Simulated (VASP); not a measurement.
# Zn in VASP: further runs

The runs below take Zn through work function, with PBE.

Program: VASP 6.6.1. These are calculated values, not measurements. Logs are shortened: lines on timing, memory, paths and dates and some standing lists are left out, and cuts for length are marked.

## Step 1: Starting point

The cell holds a slab with vacuum, 7 atoms: a = 2.665 Å, b = 2.665 Å, c = 29.840 Å, α = 90.00°, β = 90.00°, γ = 120.00°.

The slab is cut from a database's or a generator's crystal, which needn't be the stable form of the element.

## Step 2: Work function, PBE (the (0 0 1) slab of Zn, cut from the database cell, not relaxed)

Input file INCAR:

```
SYSTEM = Zn
PREC     = Accurate       ! precision mode
ENCUT    = 520            ! plane-wave cutoff, eV
EDIFF    = 1E-6           ! SCF threshold, eV
ISMEAR   = 0              ! smearing method
SIGMA    = 0.05           ! smearing width, eV
LREAL    = .False.        ! projectors in reciprocal space
LASPH    = .True.         ! aspherical terms in the spheres
NELM     = 80             ! most SCF steps
ALGO     = Normal         ! electronic algorithm
ISIF     = 2              ! what is computed and relaxed
LWAVE    = .False.        ! write WAVECAR
LCHARG   = .True.         ! write CHGCAR
LDIPOL   = .True.       
IDIPOL   = 3            
DIPOL    = 0.5 0.5 0.500
GGA      = PE             ! functional
LELF     = .True.         ! ELF
LVHAR    = .True.       
LVACPOTAV= .True.
```

Input file KPOINTS:

```
regular mesh
0
Gamma
  11 11 1
  0 0 0
```

Input file POSCAR:

```
Zn
1.0
    2.6647980532      0.0000000000      0.0000000000
   -1.3323990266      2.3077828100      0.0000000000
    0.0000000000      0.0000000000     29.8401000000
Zn
7
Direct
    0.6666666667      0.3333333334      0.2513396403
    0.3333333333      0.6666666666      0.3342264269
    0.6666666667      0.3333333334      0.4171132134
    0.3333333333      0.6666666666      0.5000000000
    0.6666666667      0.3333333334      0.5828867866
    0.3333333333      0.6666666666      0.6657735731
    0.6666666667      0.3333333334      0.7486603597
```

Potentials or basis: VASP PAW PBE potentials, release 64 (Zn).

Command:

```console
cat potpaw_PBE.64/Zn/POTCAR > POTCAR
mpirun -np 1 vasp_std > vasp.out
```

OUTCAR:

```text
SYSTEM = Zn
   PREC = Accurate
   ENCUT = 520
   EDIFF = 1E-6
   ISMEAR = 0
   LREAL = .False.
   LASPH = .True.
   NELM = 80
   ISIF = 2
   GGA = PE

 ion  position               nearest neighbor table
   1  0.667  0.333  0.251-   2 2.91   2 2.91   2 2.91
   2  0.333  0.667  0.334-   3 2.91   3 2.91   3 2.91   1 2.91   1 2.91   1 2.91
   3  0.667  0.333  0.417-   2 2.91   2 2.91   2 2.91   4 2.91   4 2.91   4 2.91
   4  0.333  0.667  0.500-   3 2.91   5 2.91   3 2.91   5 2.91   3 2.91   5 2.91
   5  0.667  0.333  0.583-   6 2.91   6 2.91   6 2.91   4 2.91   4 2.91   4 2.91
   6  0.333  0.667  0.666-   5 2.91   5 2.91   5 2.91   7 2.91   7 2.91   7 2.91
   7  0.667  0.333  0.749-   6 2.91   6 2.91   6 2.91

  LATTYP: Found a hexagonal cell.
 ALAT       =     2.6647980532
 C/A-ratio  =    11.1978841940

  Lattice vectors:

 A1 = (   2.6647980532,   0.0000000000,   0.0000000000)
 A2 = (  -1.3323990266,   2.3077828100,   0.0000000000)
 A3 = (   0.0000000000,   0.0000000000,  29.8401000000)

Analysis of symmetry for initial positions (statically):
=====================================================================
 Subroutine PRICEL returns:
 Original cell was already a primitive cell.

 Routine SETGRP: Setting up the symmetry group for a
 hexagonal supercell.

 Subroutine GETGRP returns: Found 12 space group operations
 (whereof 12 operations were pure point group operations)
 out of a pool of 24 trial point group operations.

The static configuration has the point symmetry D_3h.

Analysis of symmetry for dynamics (positions and initial velocities):
=====================================================================
 Subroutine PRICEL returns:
 Original cell was already a primitive cell.

 Routine SETGRP: Setting up the symmetry group for a
 hexagonal supercell.

 Subroutine GETGRP returns: Found 12 space group operations
 (whereof 12 operations were pure point group operations)
 out of a pool of 24 trial point group operations.

The dynamic configuration has the point symmetry D_3h.

 Subroutine INISYM returns: Found 12 space group operations
 (whereof 12 operations are pure point group operations),
 and found     1 'primitive' translations

----------------------------------------------------------------------------------------

                                     Primitive cell

  volume of cell :     183.5099

  direct lattice vectors                    reciprocal lattice vectors
     2.664798053  0.000000000  0.000000000     0.375262958  0.216658170  0.000000000
    -1.332399027  2.307782810  0.000000000     0.000000000  0.433316340  0.000000000
     0.000000000  0.000000000 29.840100000     0.000000000  0.000000000  0.033511952

  length of vectors
     2.664798053  2.664798053 29.840100000     0.433316340  0.433316340  0.033511952

  position of ions in fractional coordinates (direct lattice)
     0.666666667  0.333333333  0.251339640
     0.333333333  0.666666667  0.334226427
     0.666666667  0.333333333  0.417113213
     0.333333333  0.666666667  0.500000000
     0.666666667  0.333333333  0.582886787
     0.333333333  0.666666667  0.665773573
     0.666666667  0.333333333  0.748660360

  ion indices of the primitive-cell ions
   primitive index   ion index
                 1           1
                 2           2
                 3           3
                 4           4
                 5           5
                 6           6
                 7           7

----------------------------------------------------------------------------------------

 KPOINTS: regular mesh

Automatic generation of k-mesh.
 Grid dimensions read from file:
 generate k-points for:   11   11    1

 Generating k-lattice:

  Cartesian coordinates                     Fractional coordinates (reciprocal lattice)
     0.034114814  0.019696197  0.000000000     0.090909091  0.000000000  0.000000000
     0.000000000  0.039392395  0.000000000     0.000000000  0.090909091  0.000000000
     0.000000000  0.000000000  0.033511952     0.000000000  0.000000000  1.000000000

  Length of vectors
     0.039392395  0.039392395  0.033511952

  Shift w.r.t. Gamma in fractional coordinates (k-lattice)
     0.000000000  0.000000000  0.000000000

 Subroutine IBZKPT returns following result:
 ===========================================

 Found     16 irreducible k-points:

 Following reciprocal coordinates:
            Coordinates               Weight
  0.000000  0.000000  0.000000      1.000000
  0.090909 -0.000000  0.000000      6.000000
  0.181818 -0.000000  0.000000      6.000000
  0.272727 -0.000000  0.000000      6.000000
  0.363636 -0.000000  0.000000      6.000000
  0.454545 -0.000000  0.000000      6.000000
[... 8 lines left out ...]
  0.272727  0.272727  0.000000      6.000000
  0.363636  0.272727  0.000000      6.000000
   k-points           NKPTS =     16   k-points in BZ     NKDIM =     16   number of bands    NBANDS=     50
   number of dos      NEDOS =    301   number of ions     NIONS =      7
   total plane-waves  NPLWV =  89600
   dimension x,y,z NGX =    20 NGY =   20 NGZ =  224
   dimension x,y,z NGXF=    40 NGYF=   40 NGZF=  448
   ions per type =               7
   NGX,Y,Z   is equivalent  to a cutoff of  12.48, 12.48, 12.48 a.u.
   NGXF,Y,Z  is equivalent  to a cutoff of  24.95, 24.95, 24.96 a.u.
 SYSTEM =  Zn
   PREC   = accura    normal or accurate (medium, high low for compatibility)
   ISTART =      0    job   : 0-new  1-cont  2-samecut
   ICHARG =      2    charge: 1-file 2-atom 10-const
   ISPIN  =      1    spin polarized calculation?
   LNONCOLLINEAR =      F non collinear calculations
   LSORBIT =      F    spin-orbit coupling
   LASPH  =      T    aspherical Exc in radial PAW
   ENCUT  =  520.0 eV  38.22 Ry    6.18 a.u.   4.95  4.95 55.48*2*pi/ulx,y,z
   NELM   =     80;   NELMIN=  2; NELMDL= -5     # of ELM steps
   EDIFF  = 0.1E-05   stopping-criterion for ELM
   LREAL  =      F    real-space projection
   EDIFFG = 0.1E-04   stopping-criterion for IOM
   NSW    =      0    number of steps for IOM
   IBRION =     -1    ionic relax: 0-MD 1-quasi-New 2-CG
   NFREE  =      0    steps in history (QN), initial steepest desc. (CG)
   ISIF   =      2    stress and relaxation
   ISYM   =      2    0-nonsym 1-usesym 2-fastsym
   POTIM  = 0.5000    time-step for ionic-motion
   TEBEG  =    0.0;   TEEND  =   0.0 temperature during run
   PSTRESS=    0.0 pullay stress
   NELECT =      84.0000    total number of electrons
   NUPDOWN=      -1.0000    fix difference up-down
   EMIN   =  10.00;   EMAX   =-10.00  energy-range for DOS
   EFERMI =   0.00;   METHOD = LEGACY
   ISMEAR =     0;   SIGMA  =   0.05  broadening in eV -4-tet -1-fermi 0-gaus
   EFERMI_NEDOS =   21; number of points for ismear=-14 and -15
   IALGO  =     38    algorithm
   IMIX   =      4    mixing-type and parameters
     AMIX     =   0.40;   BMIX     =  1.00
     AMIX_MAG =   1.60;   BMIX_MAG =  1.00
  volume/ion in A,a.u.               =      26.22       176.91
  Fermi-wavevector in a.u.,A,eV,Ry     =   1.261677  2.384223 21.658137  1.591828
  Thomas-Fermi vector in A             =   2.395124
   LORBIT       =      0    0 simple, 1 ext, 2 COOP (PROOUT), +10 PAW based schemes
   GGA     = PE    functional components
   LHFCALC =     F    Hartree Fock is set to
   AEXX    =    0.0000 exact exchange contribution
   IVDW    =     0    specifies the selected vdW correction
   LEPSILON=     F    determine dielectric tensor
   LRPA    =     F    only Hartree local field effects (RPA)
 non-spin polarized calculation
 Gauss-broadening in eV      SIGMA  =   0.05
  energy-cutoff  :      520.00
  volume of cell :      183.51
 maximum number of plane-waves:      5017
 NGX is ok and might be reduce to    20
   NGX =  9   NGY =  9   NGZ =111

 dipolmoment           0.000000      0.000000      0.000000 electrons x Angstroem

 number of electron      84.0000007 magnetization

 dipolmoment           0.000000      0.000000     -0.000000 electrons x Angstroem

 Free energy of the ion-electron system (eV)
  ---------------------------------------------------
  ext. energy  EPLUGINS =         0.00000000
  ---------------------------------------------------
  free energy    TOTEN  =        -7.42036673 eV

  energy without entropy =       -7.41499663  energy(sigma->0) =       -7.41768168

 E-fermi :  -0.0239     XC(G=0):  -7.2552

 val. band max:       -0.0757393839   @ k =   0.2727   0.1818   0.0000
 cond. band min:      -0.0029813503   @ k =   0.3636   0.1818   0.0000
 fundamental gap:      0.0727580336
 Fermi energy:        -0.0238610920

 k-point     1 :       0.0000    0.0000    0.0000
  band No.  band energies     occupation
      1     -10.1686      2.00000
      2      -9.8492      2.00000
      3      -9.3762      2.00000
      4      -8.8527      2.00000
      5      -8.5659      2.00000
      6      -8.4671      2.00000
[... 42 lines left out ...]
     49       5.4045      0.00000
     50       5.5418      0.00000

 k-point     2 :       0.0909   -0.0000    0.0000
  band No.  band energies     occupation
      1      -9.9254      2.00000
      2      -9.6100      2.00000
      3      -9.1482      2.00000
      4      -8.6575      2.00000
      5      -8.4240      2.00000
      6      -8.3481      2.00000
[... 42 lines left out ...]
     49       5.6389      0.00000
     50       5.7699      0.00000

 k-point     3 :       0.1818   -0.0000    0.0000
  band No.  band energies     occupation
      1      -9.2335      2.00000
      2      -8.9451      2.00000
      3      -8.5540      2.00000
      4      -8.2187      2.00000
      5      -8.1533      2.00000
      6      -8.0806      2.00000
[... 678 lines left out ...]
     49       3.9057      0.00000
     50       4.1320      0.00000

 k-point    16 :       0.3636    0.2727    0.0000
  band No.  band energies     occupation
      1      -7.9133      2.00000
      2      -7.8912      2.00000
      3      -7.8627      2.00000
      4      -7.8216      2.00000
      5      -7.7985      2.00000
      6      -7.7855      2.00000
[... 42 lines left out ...]
     49       3.1327      0.00000
     50       3.3561      0.00000

------------------------ aborting loop because EDIFF is reached ----------------------------------------

  FORCE on cell =-STRESS in cart. coord.  units (eV):
  Direction    XX          YY          ZZ          XY          YZ          ZX
  --------------------------------------------------------------------------------------
  -------------------------------------------------------------------------------------
  Total       -0.9248153     -0.9248153     -0.1194114      0.0000000     -0.0000000      0.0000000
  in kB       -8.0743221     -8.0743221     -1.0425503      0.0000000     -0.0000000      0.0000000
  external PRESSURE =      -5.7303982 kB  Pullay stress =       0.0000000 kB

 VOLUME and BASIS-vectors are now :
 -----------------------------------------------------------------------------
  energy-cutoff  :      520.00
  volume of cell :      183.51
      direct lattice vectors                 reciprocal lattice vectors
     2.664798053  0.000000000  0.000000000     0.375262958  0.216658170  0.000000000
    -1.332399027  2.307782810  0.000000000     0.000000000  0.433316340  0.000000000
     0.000000000  0.000000000 29.840100000     0.000000000  0.000000000  0.033511952

 POSITION                                       TOTAL-FORCE (eV/Angst)
 -----------------------------------------------------------------------------------
      1.33240      0.76926      7.50000        -0.000000     -0.000000     -0.060326
     -0.00000      1.53852      9.97335        -0.000000      0.000000      0.152858
      1.33240      0.76926     12.44670         0.000000     -0.000000     -0.093844
     -0.00000      1.53852     14.92005        -0.000000     -0.000000      0.000000
      1.33240      0.76926     17.39340         0.000000      0.000000      0.093844
     -0.00000      1.53852     19.86675         0.000000      0.000000     -0.152858
      1.33240      0.76926     22.34010        -0.000000     -0.000000      0.060326
 -----------------------------------------------------------------------------------
    total drift:                                0.000003     -0.000002      0.000000

  FREE ENERGIE OF THE ION-ELECTRON SYSTEM (eV)
  ---------------------------------------------------
  free  energy   TOTEN  =        -7.4203667264 eV

  energy  without entropy=       -7.4149966344  energy(sigma->0) =       -7.41768168

 vacuum level on the upper side and lower side of the slab         4.166         4.166
```

Wall time 2.6 min (1 thread of Intel Xeon Platinum 8488C (Sapphire Rapids), shared host); peak memory 0.33 GiB.

What came out:

```
Free energy                     : -7.4204 eV
Largest force                   : 0.153 eV/Å
Band gap on the k mesh          : none (metal or under the smearing width)
Work function of the upper face : 4.19 eV
Work function of the lower face : 4.19 eV
```

Forces in eV/Å, atoms in the order of the input:
```
Zn   0.000  0.000 -0.060
Zn   0.000  0.000  0.153
Zn   0.000  0.000 -0.094
Zn   0.000  0.000  0.000
Zn   0.000  0.000  0.094
Zn   0.000  0.000 -0.153
Zn   0.000  0.000  0.060
```

(Part 1 of 2 ends here.)
